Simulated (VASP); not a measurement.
# TePb (Fm-3m) in VASP: notebook

Runs on TePb. Level: PBEsol. Tasks: single point, relaxation of cell and atoms.

All numbers are computed with VASP 6.6.1; they aren't measurements. Logs are shortened: lines on timing, memory, paths and dates and some standing lists are left out, and cuts for length are marked.

**Experimental background.**

A printed reference work, monograph reports, for a bulk crystal of TePb at 4.2 K: band gap 0.19 eV (direct).

The runs below are set against these values where they give the same quantity.

### 1 The crystal as given

The structure is cubic, space group Fm-3m (No. 225). Conventional cell: a = 6.403 Å, b = 6.403 Å, c = 6.403 Å, α = 90.00°, β = 90.00°, γ = 90.00°. Around Te (site symmetry m-3m) lie 6 Pb at 3.20 Å. Pb (site symmetry m-3m) is surrounded by 6 Te at 3.20 Å.

### 2 Single point, PBEsol

File INCAR:

```
SYSTEM = TePb
ALGO = Normal ; EDIFF = 1E-6
ENCUT = 520 ; GGA = PS
ISIF = 2 ; ISMEAR = 0
LASPH = .TRUE. ; LCHARG = .FALSE.
LREAL = .FALSE. ; LWAVE = .FALSE.
NBANDS = 17 ; NELM = 100
PREC = Accurate ; SIGMA = 0.01
```

File KPOINTS:

```
k-points
0
G
  8 8 8
  0 0 0
```

File POSCAR:

```
TePb
1.0
    0.0000000000      3.2017101099      3.2017101099
    3.2017101099      0.0000000000      3.2017101099
    3.2017101099      3.2017101099      0.0000000000
Te Pb
1 1
Direct
    0.5000000000      0.5000000000      0.5000000000
    0.0000000000      0.0000000000      0.0000000000
```

Potentials or basis: VASP PAW PBE potentials, release 64 (Te, Pb_d).

Launch:

```
$ cat potpaw_PBE.64/Te/POTCAR potpaw_PBE.64/Pb_d/POTCAR > POTCAR
$ mpirun -np 1 vasp_std > vasp.out
```

OUTCAR:

```text
SYSTEM = TePb
   EDIFF = 1E-6
   ENCUT = 520
   GGA = PS
   ISIF = 2
   ISMEAR = 0
   LASPH = .TRUE.
   LREAL = .FALSE.
   NELM = 100
   PREC = Accurate

 ion  position               nearest neighbor table
   1  0.500  0.500  0.500-   2 3.20   2 3.20   2 3.20   2 3.20   2 3.20   2 3.20
   2  0.000  0.000  0.000-   1 3.20   1 3.20   1 3.20   1 3.20   1 3.20   1 3.20

  LATTYP: Found a face centered cubic cell.
 ALAT       =     6.4034202198

  Lattice vectors:

 A1 = (   0.0000000000,   3.2017101099,   3.2017101099)
 A2 = (   3.2017101099,   0.0000000000,   3.2017101099)
 A3 = (   3.2017101099,   3.2017101099,   0.0000000000)

Analysis of symmetry for initial positions (statically):
=====================================================================
 Subroutine PRICEL returns:
 Original cell was already a primitive cell.

 Routine SETGRP: Setting up the symmetry group for a
 face centered cubic supercell.

 Subroutine GETGRP returns: Found 48 space group operations
 (whereof 48 operations were pure point group operations)
 out of a pool of 48 trial point group operations.

The static configuration has the point symmetry O_h .

Analysis of symmetry for dynamics (positions and initial velocities):
=====================================================================
 Subroutine PRICEL returns:
 Original cell was already a primitive cell.

 Routine SETGRP: Setting up the symmetry group for a
 face centered cubic supercell.

 Subroutine GETGRP returns: Found 48 space group operations
 (whereof 48 operations were pure point group operations)
 out of a pool of 48 trial point group operations.

The dynamic configuration has the point symmetry O_h .

 Subroutine INISYM returns: Found 48 space group operations
 (whereof 48 operations are pure point group operations),
 and found     1 'primitive' translations

----------------------------------------------------------------------------------------

                                     Primitive cell

  volume of cell :      65.6411

  direct lattice vectors                    reciprocal lattice vectors
     0.000000000  3.201710110  3.201710110    -0.156166543  0.156166543  0.156166543
     3.201710110  0.000000000  3.201710110     0.156166543 -0.156166543  0.156166543
     3.201710110  3.201710110  0.000000000     0.156166543  0.156166543 -0.156166543

  length of vectors
     4.527901860  4.527901860  4.527901860     0.270488387  0.270488387  0.270488387

  position of ions in fractional coordinates (direct lattice)
[... 79 lines left out ...]
   EDIFF  = 0.1E-05   stopping-criterion for ELM
   LREAL  =      F    real-space projection
   EDIFFG = 0.1E-04   stopping-criterion for IOM
   NSW    =      0    number of steps for IOM
   IBRION =     -1    ionic relax: 0-MD 1-quasi-New 2-CG
   NFREE  =      0    steps in history (QN), initial steepest desc. (CG)
   ISIF   =      2    stress and relaxation
   ISYM   =      2    0-nonsym 1-usesym 2-fastsym
   POTIM  = 0.5000    time-step for ionic-motion
   TEBEG  =    0.0;   TEEND  =   0.0 temperature during run
   PSTRESS=    0.0 pullay stress
   NELECT =      20.0000    total number of electrons
   NUPDOWN=      -1.0000    fix difference up-down
   EMIN   =  10.00;   EMAX   =-10.00  energy-range for DOS
   EFERMI =   0.00;   METHOD = LEGACY
   ISMEAR =     0;   SIGMA  =   0.01  broadening in eV -4-tet -1-fermi 0-gaus
   EFERMI_NEDOS =   21; number of points for ismear=-14 and -15
   IALGO  =     38    algorithm
   IMIX   =      4    mixing-type and parameters
     AMIX     =   0.40;   BMIX     =  1.00
     AMIX_MAG =   1.60;   BMIX_MAG =  1.00
  volume/ion in A,a.u.               =      32.82       221.48
  Fermi-wavevector in a.u.,A,eV,Ry     =   1.101606  2.081733 16.511146  1.213535
  Thomas-Fermi vector in A             =   2.238036
   LORBIT       =      0    0 simple, 1 ext, 2 COOP (PROOUT), +10 PAW based schemes
   GGA     = PS    functional components
   LHFCALC =     F    Hartree Fock is set to
   AEXX    =    0.0000 exact exchange contribution
   IVDW    =     0    specifies the selected vdW correction
   LEPSILON=     F    determine dielectric tensor
   LRPA    =     F    only Hartree local field effects (RPA)
 non-spin polarized calculation
 Gauss-broadening in eV      SIGMA  =   0.01
  energy-cutoff  :      520.00
  volume of cell :       65.64
 maximum number of plane-waves:      1807
 NGX is ok and might be reduce to    36
   NGX = 17   NGY = 17   NGZ = 17

 number of electron      20.0000000 magnetization

 Free energy of the ion-electron system (eV)
  ---------------------------------------------------
  ext. energy  EPLUGINS =         0.00000000
  ---------------------------------------------------
  free energy    TOTEN  =        -8.25561533 eV

  energy without entropy =       -8.25561533  energy(sigma->0) =       -8.25561533

 E-fermi :   5.8717     XC(G=0):  -9.5929

 val. band max:        5.8242483973   @ k =   0.5000   0.0000   0.0000
 cond. band min:       6.4325334428   @ k =   0.5000   0.0000   0.0000
 fundamental gap:      0.6082850455
 Fermi energy:         5.8717292880

 k-point     1 :       0.0000    0.0000    0.0000
  band No.  band energies     occupation
      1     -10.8587      2.00000
      2     -10.8587      2.00000
      3     -10.8456      2.00000
      4     -10.8456      2.00000
      5     -10.8456      2.00000
      6      -6.4477      2.00000
[... 457 lines left out ...]
      4     -10.8322      2.00000
      5     -10.8227      2.00000
      6      -4.7224      2.00000
[... 9 lines left out ...]
     16      15.6186      0.00000
     17      15.8935      0.00000

 [... further k-points ...]

------------------------ aborting loop because EDIFF is reached ----------------------------------------

  FORCE on cell =-STRESS in cart. coord.  units (eV):
  Direction    XX          YY          ZZ          XY          YZ          ZX
  --------------------------------------------------------------------------------------
  -------------------------------------------------------------------------------------
  Total        0.3419700      0.3419700      0.3419700     -0.0000000      0.0000000     -0.0000000
  in kB        8.3468501      8.3468501      8.3468501     -0.0000000      0.0000000     -0.0000000
  external PRESSURE =       8.3468501 kB  Pullay stress =       0.0000000 kB

 VOLUME and BASIS-vectors are now :
 -----------------------------------------------------------------------------
  energy-cutoff  :      520.00
  volume of cell :       65.64
      direct lattice vectors                 reciprocal lattice vectors
     0.000000000  3.201710110  3.201710110    -0.156166543  0.156166543  0.156166543
     3.201710110  0.000000000  3.201710110     0.156166543 -0.156166543  0.156166543
     3.201710110  3.201710110  0.000000000     0.156166543  0.156166543 -0.156166543

 POSITION                                       TOTAL-FORCE (eV/Angst)
 -----------------------------------------------------------------------------------
      3.20171      3.20171      3.20171         0.000000      0.000000     -0.000000
      0.00000      0.00000      0.00000         0.000000      0.000000      0.000000
 -----------------------------------------------------------------------------------
    total drift:                               -0.000000      0.000000      0.000000

  FREE ENERGIE OF THE ION-ELECTRON SYSTEM (eV)
  ---------------------------------------------------
  free  energy   TOTEN  =        -8.2556153303 eV

  energy  without entropy=       -8.2556153303  energy(sigma->0) =       -8.25561533
```

stdout:

```text
POSCAR found type information on POSCAR TePb
 POSCAR found :  2 types and       2 ions
 scaLAPACK will be used
 -----------------------------------------------------------------------------
|                                                                             |
|                                                                             |
|     You enforced a specific xc type in the INCAR file but a different       |
|     I HOPE YOU KNOW WHAT YOU ARE DOING!                                     |
|                                                                             |
 -----------------------------------------------------------------------------

 LDA part: xc-table for (Slater+PW92), standard interpolation
 POSCAR, INCAR and KPOINTS ok, starting setup
 FFT: planning ... GRIDC
 FFT: planning ... GRID_SOFT
 FFT: planning ... GRID
 WAVECAR not read
 entering main loop
```

Run time: 30 s. Hardware: 1 thread of Intel Xeon Platinum 8488C (Sapphire Rapids), shared host; peak memory 0.21 GiB.

Results:

```yaml
Free_energy: -8.2556 eV
Pressure: 0.8 GPa
Band_gap_on_the_k_mesh: 0.61 eV, direct
```

Caveat: the PAW data sets were made with another functional, which shifts forces and pressure a little; spin-orbit coupling is left out, which as a rule narrows the gap of such compounds by several tenths of an eV.

### 3 Relaxation of cell and atoms, PBEsol, target pressure 0.85 GPa, at which the enthalpy is minimised

File INCAR:

```
PREC = Accurate
ENCUT = 600
EDIFF = 1E-6
ISMEAR = 0
SIGMA = 0.01
LREAL = False
LASPH = True
NELM = 100
ALGO = Fast
ISIF = 3
LWAVE = False
LCHARG = False
GGA = PS
IBRION = 2
NSW = 80
EDIFFG = -0.002
PSTRESS = 8.5
```

File KPOINTS:

```
Automatic mesh
0
Gamma
  8 8 8
```

File POSCAR:

```
TePb
1.0
    0.0000000000      3.2028940742      3.2028940742
    3.2028940742      0.0000000000      3.2028940742
    3.2028940742      3.2028940742      0.0000000000
Te Pb
1 1
Direct
    0.5000000000      0.5000000000      0.5000000000
    0.0000000000      0.0000000000      0.0000000000
```

Potentials or basis: VASP PAW PBE potentials, release 64 (Te, Pb_d).

Launch:

```
$ cat potpaw_PBE.64/Te/POTCAR potpaw_PBE.64/Pb_d/POTCAR > POTCAR
$ mpirun -np 1 vasp_std > vasp.out
```

Wall time 56 s (1 thread of Intel Xeon Platinum 8488C (Sapphire Rapids), shared host); peak memory 0.22 GiB.

It converged, with:

```
Free energy                                            : -8.2560 eV
Relaxed volume                                         : 32.84 Å³/atom
Relaxed cell                                           : a = 4.529 Å, b = 4.529 Å, c = 4.529 Å, α = 60.00°, β = 60.00°, γ = 60.00°
Space group after relaxing (to 0.05 Å)                 : Fm-3m (No. 225)
Energy change on relaxing (the enthalpy is what falls) : +0.1 meV/atom
Ionic steps                                            : 3
Pressure after relaxing                                : 0.8 GPa
Band gap on the k mesh                                 : 0.61 eV, direct
```

Step by step:
```tsv
step	energy change (eV)	largest force (eV/Å)	pressure (GPa)	volume (Å³)
1	0.0000	0.0000	0.80	65.71
2	0.0005	0.0000	0.89	65.62
3	0.0002	0.0000	0.85	65.68
```

Final structure:
```yaml
crystal:
  lattice:
    - [0.00000, 3.20240, 3.20240]
    - [3.20240, 0.00000, 3.20240]
    - [3.20240, 3.20240, 0.00000]
  atoms:
    - { symbol: Te, position: [0.50000, 0.50000, 0.50000] }
    - { symbol: Pb, position: [0.00000, 0.00000, 0.00000] }
```

Levels at points of the mesh, in eV from the valence-band top:
| k point | band 8 | band 9 | band 10 | band 11 | band 12 | band 13 |
| --- | --- | --- | --- | --- | --- | --- |
| (0.00, 0.00, 0.00) | -1.44 | -1.44 | -1.44 | 4.08 | 4.08 | 4.08 |
| (0.50, 0.00, 0.00) | -0.96 | -0.96 | 0.00 | 0.61 | 1.17 | 1.17 |
| (0.50, 0.50, 0.00) | -4.74 | -2.97 | -2.97 | 3.09 | 5.55 | 5.55 |

Caveat: the cell is relaxed towards a set pressure, so the enthalpy falls and the energy may rise; the PAW data sets were made with another functional, which shifts forces and pressure a little; spin-orbit coupling is left out, which as a rule narrows the gap of such compounds by several tenths of an eV.

### 4 Comparison with measurements

Step 2. Measured gap of TePb: 0.19 eV (direct; 4.2 K; a printed reference work, monograph). This calculation gives 0.61 eV (+0.42 eV). Spin-orbit coupling on Pb, Te is left out. The value is that of PBEsol on a finite k mesh, which can miss the band edges, without temperature or zero-point motion.
